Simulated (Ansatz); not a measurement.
## PtSe2 (Sudovikovite): projected density of states with PBEsol+D3(BJ)+U

PtSe2 (Sudovikovite):

```xyz
3
Lattice="3.7240 0.0000 0.0000 -1.8620 3.2251 0.0000 0.0000 0.0000 5.0620" Properties=species:S:1:pos:R:3 pbc="T T T"
Pt    0.0000    0.0000    0.0000
Se    1.8620    1.0750    3.7965
Se    0.0000    2.1501    1.2655
```

```json
{
 "Program": "Ansatz 0.2.0",
 "Task": "projected density of states",
 "Functional": "PBEsol",
 "Dispersion": "D3(BJ)",
 "Potentials or basis": "all-electron LAPW, inner shells corrected to Dirac's equation",
 "Cutoff": "342 eV (chosen from the basis error)",
 "Basis error allowed": "0.0005 eV/atom",
 "k mesh": "8 × 8 × 5",
 "Occupations": "fermi-dirac, width 0.05 eV",
 "Spin": "no spin polarisation",
 "Hubbard terms": "Pt d U = 5 eV",
 "Start of the occupations": "auto",
 "Double counting": "fll",
 "Hubbard projectors": "ortho-atomic"
}
```

| Property | Result |
| --- | --- |
| Pressure | -0.9 GPa |
| Largest force | 0.485 eV/Å |
| Band gap along the path | none (metal or under the smearing width) |

Forces in eV/Å, atoms in the order of the input:
```
Pt   0.000  0.000  0.000
Se   0.000  0.000 -0.485
Se   0.000  0.000  0.485
```

Stress tensor (GPa, compression positive):
```
-0.21  0.00  0.00
 0.00 -0.21  0.00
 0.00  0.00 -2.31
```

Levels at the corners of the path, in eV from the Fermi level:
```tsv
point	band 45	band 46	band 47	band 48	band 49	band 50	band 51	band 52
Γ	-3.42	-0.91	-0.91	0.51	1.41	1.41	3.69	4.31
M	-4.10	-3.62	-3.41	-3.39	0.61	2.36	4.97	5.97
K	-5.39	-2.51	-2.17	-2.17	-0.10	-0.10	4.27	7.75
Γ	-3.42	-0.91	-0.91	0.51	1.41	1.41	3.69	4.31
A	-2.88	-2.00	-1.36	-1.36	2.30	2.30	4.95	6.48
L	-4.66	-4.11	-2.68	-1.25	0.94	1.49	4.75	4.83
H	-4.90	-4.06	-3.29	-3.29	2.04	2.04	6.81	7.39
A	-2.88	-2.00	-1.36	-1.36	2.30	2.30	4.95	6.48
```

States per cell in windows of 0.5 eV (zero at the Fermi level; states under -8 eV left out):
| from (eV) | total | Pt1 5d | Se2 4p | Se3 4p | Pt1 6s | Se2 4s | Se3 4s |
| --- | --- | --- | --- | --- | --- | --- | --- |
| -8.0 | 0.74 | 0.39 | 0.15 | 0.15 | 0.04 | 0.01 | 0.01 |
| -7.5 | 1.38 | 0.83 | 0.25 | 0.25 | 0.03 | 0.01 | 0.01 |
| -7.0 | 1.99 | 1.28 | 0.32 | 0.32 | 0.03 | 0.01 | 0.01 |
| -6.5 | 1.74 | 1.14 | 0.26 | 0.26 | 0.05 | 0.01 | 0.01 |
| -6.0 | 2.37 | 1.73 | 0.25 | 0.25 | 0.06 | 0.02 | 0.02 |
| -5.5 | 1.53 | 1.10 | 0.17 | 0.17 | 0.03 | 0.03 | 0.03 |
| -5.0 | 1.02 | 0.62 | 0.14 | 0.14 | 0.07 | 0.02 | 0.02 |
| -4.5 | 0.88 | 0.35 | 0.19 | 0.19 | 0.09 | 0.03 | 0.03 |
| -4.0 | 0.82 | 0.26 | 0.23 | 0.23 | 0.04 | 0.02 | 0.02 |
| -3.5 | 1.04 | 0.24 | 0.37 | 0.37 | 0.02 | 0.01 | 0.01 |
| -3.0 | 1.11 | 0.21 | 0.43 | 0.43 | 0.00 | 0.01 | 0.01 |
| -2.5 | 1.09 | 0.17 | 0.43 | 0.43 | 0.01 | 0.01 | 0.01 |
| -2.0 | 1.03 | 0.12 | 0.43 | 0.43 | 0.01 | 0.01 | 0.01 |
| -1.5 | 0.71 | 0.06 | 0.31 | 0.31 | 0.00 | 0.01 | 0.01 |
| -1.0 | 0.34 | 0.03 | 0.14 | 0.14 | 0.00 | 0.00 | 0.00 |
| -0.5 | 0.15 | 0.01 | 0.07 | 0.07 | 0.00 | 0.00 | 0.00 |
| 0.0 | 0.55 | 0.16 | 0.17 | 0.17 | 0.00 | 0.02 | 0.02 |
| 0.5 | 0.92 | 0.25 | 0.30 | 0.30 | 0.01 | 0.02 | 0.02 |
| 1.0 | 1.22 | 0.29 | 0.43 | 0.43 | 0.01 | 0.01 | 0.01 |
| 1.5 | 1.20 | 0.28 | 0.43 | 0.43 | 0.01 | 0.01 | 0.01 |
| 2.0 | 0.12 | 0.03 | 0.05 | 0.05 | 0.00 | 0.00 | 0.00 |
| 2.5 | 0.00 | 0.00 | 0.00 | 0.00 | 0.00 | 0.00 | 0.00 |
| 3.0 | 0.00 | 0.00 | 0.00 | 0.00 | 0.00 | 0.00 | 0.00 |
| 3.5 | 0.00 | 0.00 | 0.00 | 0.00 | 0.00 | 0.00 | 0.00 |
| 4.0 | 0.14 | 0.00 | 0.01 | 0.01 | 0.04 | 0.00 | 0.00 |
| 4.5 | 0.89 | 0.01 | 0.10 | 0.10 | 0.27 | 0.01 | 0.01 |
| 5.0 | 0.95 | 0.01 | 0.09 | 0.09 | 0.25 | 0.01 | 0.01 |
| 5.5 | 0.58 | 0.00 | 0.04 | 0.04 | 0.13 | 0.01 | 0.01 |

Wall time 27 s on 2 threads of INTEL(R) XEON(R) PLATINUM 8581C CPU @ 2.30GHz (Emerald Rapids), on a shared host, peak memory 0.76 GiB.

Caveat: U is the effective U less J, on atomic orbitals that reach past the spheres; spin-orbit coupling is left out, which moves the levels of the heavy elements; U without spin polarisation on a metal has little footing; pairwise dispersion overbinds metals, which lowers pressure and volume.
